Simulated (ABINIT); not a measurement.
# ZnO (zincite) (P6_3mc) in ABINIT: settings compared

The runs below take ZnO (zincite) through relaxation of cell and atoms, single point, with LDA-VWN, revPBE, PBE.

Everything below comes from runs of ABINIT 10.8.3 (patched build). Logs are shortened: lines on timing, memory, paths and dates and some standing lists are left out, and cuts for length are marked. The log counts tension as positive stress, the text compression.

**Experimental background.**

From “Electronic structure of alkaline earth and post-transition metal oxides”, 2009, arxiv:0908.1581, for a bulk crystal of ZnO: band gap 3.37 eV.

How close the calculation comes is told below.

**1. The structure**

The structure is hexagonal, space group P6_3mc (No. 186). Conventional cell: a = 3.249 Å, b = 3.249 Å, c = 5.206 Å, α = 90.00°, β = 90.00°, γ = 120.00°. Zn (site symmetry 3m) is surrounded by 4 O at 1.97 to 1.98 Å. O (site symmetry 3m) has 4 Zn at 1.97 to 1.98 Å as nearest neighbours.

**2. Relaxation of cell and atoms, LDA-VWN**

File run.abi:

```
# Pseudopotentials
pp_dirpath "./"
pseudos "Zn.LDA_PW-JTH.xml, O.LDA_PW-JTH.xml"

# Structure
acell 3*1.0
rprim
     6.1403022146     0.0000000000     0.0000000000
    -3.0701511073     5.3176577047     0.0000000000
     0.0000000000     0.0000000000     9.8373642945
ntypat 2
znucl 30 8
natom 4
typat 1 1 2 2
xred
     0.6666666667     0.3333333333     0.0000000000
     0.3333333333     0.6666666667     0.5000000000
     0.3333333333     0.6666666667     0.8790100000
     0.6666666667     0.3333333333     0.3790100000
chkprim 0
chksymtnons 0
tolsym 1.0e-6

# Plane-wave basis
ecut 625.861884 eV
pawecutdg 45.0
pawovlp -1

# k points
kptopt 1
ngkpt 9 9 5
nshiftk 1
shiftk 0.0 0.0 0.0

# Exchange and correlation
ixc -1007

# Bands and occupations
nband 22
occopt 3
tsmear 0.05 eV

# SCF cycle
nstep 100
tolvrs 1.0e-9

# Output
iomode 3
prtwf 0
prtden 0
prteig 0
prtebands 0
enunit 1

# Relaxation
ionmov 2
ntime 60
tolmxf 5.0e-5
optcell 2
dilatmx 1.08
ecutsm 0.5
```

Potentials or basis: JTH PAW LDA v2.0.

On the command line:

```bash
$ abinit run.abi > log 2>&1
```

run.abo:

```text
.Version 10.8.3 of ABINIT
 Symmetries : space group P6_3 m c (#186); Bravais hP (primitive hexag.)
================================================================================
 Values of the parameters that define the memory need of the present run
     intxc =       0    ionmov =       2      iscf =      17    lmnmax =      18
     lnmax =       6     mgfft =      48  mpssoang =       3    mqgrid =    3209
     natom =       4  nloc_mem =       2    nspden =       1   nspinor =       1
    nsppol =       1      nsym =      12    n1xccc =       1    ntypat =       2
    occopt =       3   xclevel =       1
       mpw =        2163          nfft =       43200          nkpt =          36
 PAW method is used; the additional fine FFT grid is defined by:
   mgfftf=        72    nfftf =    145800
================================================================================
================================================================================

--------------------------------------------------------------------------------
------------- Echo of variables that govern the present computation ------------
--------------------------------------------------------------------------------
 -outvars: echo values of preprocessed input variables --------
            acell      1.0000000000E+00  1.0000000000E+00  1.0000000000E+00 Bohr
              amu      6.53900000E+01  1.59994000E+01
          chkprim           0
      chksymtnons           0
          dilatmx      1.08000000E+00
             ecut      2.30000000E+01 Hartree
           ecutsm      5.00000000E-01 Hartree
           enunit           1
           ionmov           2
              ixc       -1007
         kptrlatt        9    0    0      0    9    0      0    0    5
          kptrlen      4.91868215E+01
            natom           4
            nband          22
            ngfft          30      30      48
          ngfftdg          45      45      72
             nkpt          36
            nstep         100
             nsym          12
            ntime          60
           ntypat           2
           occopt           3
          optcell           2
        pawecutdg      4.50000000E+01 Hartree
          pawovlp     -1.0000000000E+00
           prtden           0
        prtebands           0
           prteig           0
            prtwf           0
            rprim      6.1403022146E+00  0.0000000000E+00  0.0000000000E+00
                      -3.0701511073E+00  5.3176577047E+00  0.0000000000E+00
                       0.0000000000E+00  0.0000000000E+00  9.8373642945E+00
          spgroup         186
           tolsym      1.00000000E-06
           tolvrs      1.00000000E-09
           tsmear      1.83746611E-03 Hartree
            typat      1  1  2  2
           useylm           1
           xangst      1.6246539989E+00  9.3799442360E-01  0.0000000000E+00
                      -1.2714472962E-17  1.8759888472E+00  2.6028544982E+00
                      -1.2714472962E-17  1.8759888472E+00  4.5758702650E+00
                       1.6246539989E+00  9.3799442360E-01  1.9730157668E+00
            xcart      3.0701511073E+00  1.7725525682E+00  0.0000000000E+00
                      -2.4026871733E-17  3.5451051365E+00  4.9186821473E+00
                      -2.4026871733E-17  3.5451051365E+00  8.6471415885E+00
                       3.0701511073E+00  1.7725525682E+00  3.7284594413E+00
             xred      6.6666666667E-01  3.3333333333E-01  0.0000000000E+00
                       3.3333333333E-01  6.6666666667E-01  5.0000000000E-01
                       3.3333333333E-01  6.6666666667E-01  8.7901000000E-01
                       6.6666666667E-01  3.3333333333E-01  3.7901000000E-01
            znucl       30.00000    8.00000

================================================================================

 chkinp: Checking input parameters for consistency.

================================================================================
== DATASET  1 ==================================================================

--- !DatasetInfo
iteration_state: {dtset: 1, }
dimensions: {natom: 4, nkpt: 36, mband: 22, nsppol: 1, nspinor: 1, nspden: 1, mpw: 2163, }
cutoff_energies: {ecut:  23.0, pawecutdg:  45.0, }
electrons: {nelect:   3.60000000E+01, charge:   0.00000000E+00, occopt:   3.00000000E+00, tsmear:   1.83746611E-03, }
meta: {optdriver: 0, ionmov: 2, optcell: 2, iscf: 17, paral_kgb: 0, }
...

 Real(R)+Recip(G) space primitive vectors, cartesian coordinates (Bohr,Bohr^-1):
[... 1283 lines left out ...]
tolerances: {tolvrs: 1.00E-09, }
...
[... 113 lines left out ...]
 Difference of energy with previous step (new-old):
           Absolute (Ha)=-1.69161E-07
           Relative     =-1.04800E-09

--- Iteration: (11/60) Internal Cycle: (1/1)
--------------------------------------------------------------------------------

---SELF-CONSISTENT-FIELD CONVERGENCE--------------------------------------------

--- !BeginCycle
iteration_state: {dtset: 1, itime: 11, icycle: 1, }
solver: {iscf: 17, nstep: 100, nline: 4, wfoptalg: 10, }
tolerances: {tolvrs: 1.00E-09, }
...
[... 113 lines left out ...]
 Difference of energy with previous step (new-old):
           Absolute (Ha)=-8.97529E-09
           Relative     =-5.56044E-11

 At Broyd/MD step  11, gradients are converged :
  max grad (force/stress) = 3.6170E-06 < tolmxf= 5.0000E-05 ha/bohr (free atoms)

================================================================================

 ----iterations are completed or convergence reached----

 Mean square residual over all n,k,spin=   79.608E-15; max=  20.176E-13
 reduced coordinates (array xred) for    4 atoms
       0.666666666667      0.333333333333      0.000310857763
       0.333333333333      0.666666666667      0.500310857763
       0.333333333333      0.666666666667      0.878699142237
       0.666666666667      0.333333333333      0.378699142237
 rms dE/dt=  6.4754E-05; max dE/dt=  0.0000E+00; dE/dt below (all hartree)
    1       0.000000000000      0.000000000000     -0.000098119561
    2       0.000000000000      0.000000000000     -0.000098119561
    3       0.000000000000      0.000000000000     -0.000124622023
    4       0.000000000000      0.000000000000     -0.000124622023

 cartesian coordinates (angstrom) at end:
    1      1.59177632788162     0.91901249138220     0.00160011001828
    2      0.00000000000000     1.83802498276440     2.57530134508939
    3      0.00000000000000     1.83802498276440     4.52301813526142
    4      1.59177632788162     0.91901249138220     1.94931690019032

 cartesian forces (hartree/bohr) at end:
    1     -0.00000000000000    -0.00000000000000    -0.00000136228892
    2     -0.00000000000000    -0.00000000000000    -0.00000136228892
    3     -0.00000000000000    -0.00000000000000     0.00000136228892
    4     -0.00000000000000    -0.00000000000000     0.00000136228892
 frms,max,avg= 7.8651788E-07 1.3622889E-06   0.000E+00  0.000E+00  1.145E-05 h/b

 cartesian forces (eV/Angstrom) at end:
    1     -0.00000000000000    -0.00000000000000    -0.00007005171300
    2     -0.00000000000000    -0.00000000000000    -0.00007005171300
    3     -0.00000000000000    -0.00000000000000     0.00007005171300
    4     -0.00000000000000    -0.00000000000000     0.00007005171300
 frms,max,avg= 4.0444375E-05 7.0051713E-05   0.000E+00  0.000E+00  5.888E-04 e/A
 length scales=  6.016042626799  6.016042626750  9.727180928390 bohr
              =  3.183552655763  3.183552655737  5.147402470142 angstroms
 Fermi (or HOMO) energy (eV) =   7.01781   Average Vxc (eV)= -10.91790
 Eigenvalues (   eV  ) for nkpt=  36  k points:
 kpt#   1, nband= 22, wtk=  0.00247, kpt=  0.0000  0.0000  0.0000 (reduced coord)
 -11.68230  -10.83630    0.44188    0.52874    0.52874    0.56655    0.73888    0.73888
   1.85181    1.85181    2.09058    2.09058    2.39425    5.71855    5.71855    6.47545
   6.58320    6.58320    7.37950   11.86726   14.79263   19.55634
 prteigrs : prtvol=0 or 1, do not print more k-points.

--- !EnergyTerms
iteration_state     : {dtset: 1, itime: 11, icycle: 1, }
comment             : Components of total free energy in Hartree
kinetic             :  2.84750008231844E+01
hartree             :  3.92461298498519E+01
xc                  : -9.30557857367921E+00
Ewald energy        : -1.10791777481797E+02
psp_core            :  2.80659917021408E+00
local_psp           : -1.46077176826858E+02
PAW spherical_terms :  3.42333347136780E+01
internal            : -1.61413468325406E+02
'-kT*entropy'       : -1.25357752816667E-07
total_energy        : -1.61413468450763E+02
total_energy_eV     : -4.39228423531719E+03
...

--- !EnergyTermsDC
iteration_state     : {dtset: 1, itime: 11, icycle: 1, }
comment             : '"Double-counting" decomposition of free energy'
band_energy         :  1.27659506867496E+00
Ewald energy        : -1.10791777481797E+02
psp_core            :  2.80659917021408E+00
xc_dc               : -3.66667911272610E+01
PAW spherical_terms : -1.80380916574374E+01
internal            : -1.61413466027606E+02
'-kT*entropy'       : -1.25357752816667E-07
total_energy_dc     : -1.61413466152964E+02
total_energy_dc_eV  : -4.39228417279088E+03
...

--- !EnergyTermsWithPAWCore
iteration_state     : {dtset: 1, itime: 11, icycle: 1, }
comment             : 'Components of total free energy, including PAW core contributions'
Total energy        : -3.73650260704133E+03
Total energy DC     : -3.73650260474353E+03
Total energy (eV)   : -1.01675415649317E+05
Total energy DC (eV): -1.01675415586790E+05
...

 rms coord change=  1.7947E-04   atom, delta coord (reduced):
     1        0.000000000000      0.000000000000      0.000310857763
     2        0.000000000000      0.000000000000      0.000310857763
     3        0.000000000000      0.000000000000     -0.000310857763
     4        0.000000000000      0.000000000000     -0.000310857763

 Cartesian components of stress tensor (hartree/bohr^3)
  sigma(1 1)= -3.61704590E-08  sigma(3 2)=  0.00000000E+00
  sigma(2 2)= -3.61702601E-08  sigma(3 1)=  0.00000000E+00
  sigma(3 3)=  3.19806013E-10  sigma(2 1)=  0.00000000E+00

-Cartesian components of stress tensor (GPa)         [Pressure=  7.0631E-04 GPa]
- sigma(1 1)= -1.06417164E-03  sigma(3 2)=  0.00000000E+00
- sigma(2 2)= -1.06416579E-03  sigma(3 1)=  0.00000000E+00
- sigma(3 3)=  9.40901776E-06  sigma(2 1)=  0.00000000E+00

== END DATASET(S) ==============================================================
================================================================================

 -outvars: echo values of variables after computation  --------
            acell      6.0160426268E+00  6.0160426268E+00  9.7271809284E+00 Bohr
           etotal     -1.6141346615E+02
            fcart     -0.0000000000E+00 -0.0000000000E+00 -1.3622889236E-06
                      -0.0000000000E+00 -0.0000000000E+00 -1.3622889236E-06
                      -0.0000000000E+00 -0.0000000000E+00  1.3622889236E-06
                      -0.0000000000E+00 -0.0000000000E+00  1.3622889236E-06
            rprim      1.0000000000E+00  0.0000000000E+00  0.0000000000E+00
                      -5.0000000000E-01  8.6602540378E-01  0.0000000000E+00
                       0.0000000000E+00  0.0000000000E+00  1.0000000000E+00
           strten     -3.6170459022E-08 -3.6170260134E-08  3.1980601327E-10
                       0.0000000000E+00  0.0000000000E+00  0.0000000000E+00
           xangst      1.5917763279E+00  9.1901249138E-01  1.6001100183E-03
                       5.9535898910E-17  1.8380249828E+00  2.5753013451E+00
                       5.9535898910E-17  1.8380249828E+00  4.5230181353E+00
                       1.5917763279E+00  9.1901249138E-01  1.9493169002E+00
             xred      6.6666666667E-01  3.3333333333E-01  3.1085776322E-04
                       3.3333333333E-01  6.6666666667E-01  5.0031085776E-01
                       3.3333333333E-01  6.6666666667E-01  8.7869914224E-01
                       6.6666666667E-01  3.3333333333E-01  3.7869914224E-01
 Calculation completed.
```

It took 23 min on 1 thread of Intel Xeon Platinum 8488C (Sapphire Rapids), shared host; peak memory 0.16 GiB.

What came out:

```
Free energy                            : -4392.2842 eV
Relaxed volume                         : 11.29 Å³/atom
Relaxed cell                           : a = 3.184 Å, b = 3.184 Å, c = 5.147 Å, α = 90.00°, β = 90.00°, γ = 120.00°
Space group after relaxing (to 0.05 Å) : P6_3mc (No. 186)
Energy gained by relaxing              : 15.3 meV/atom
Ionic steps                            : 11
Pressure after relaxing                : 0.0 GPa
Band gap on the k mesh                 : 0.80 eV, direct
```

Step by step:
```csv
step,energy change (eV),largest force (eV/Å),pressure (GPa),volume (Å³)
1,0.0000,0.0521,-7.55,47.60
2,-0.0415,0.0368,-4.42,46.51
3,-0.0608,0.0035,0.41,45.07
4,-0.0610,0.0047,0.01,45.18
5,-0.0610,0.0082,-0.02,45.19
6,-0.0610,0.0175,-0.03,45.19
7,-0.0610,0.0180,-0.02,45.19
8,-0.0611,0.0127,0.01,45.18
9,-0.0611,0.0055,0.01,45.18
10,-0.0611,0.0003,0.01,45.18
11,-0.0611,0.0001,0.00,45.18
```

Final structure:
```
Zn O
1.0
     3.18355    0.00000    0.00000
    -1.59178    2.75704    0.00000
     0.00000    0.00000    5.14740
Zn O
2 2
Direct
  0.66667 0.33333 0.00031
  0.33333 0.66667 0.50031
  0.33333 0.66667 0.87870
  0.66667 0.33333 0.37870
```

Caveat: the atomic spheres overlap. Zero-point motion and thermal expansion aren't in these numbers.

(Part 1 of 2 ends here.)
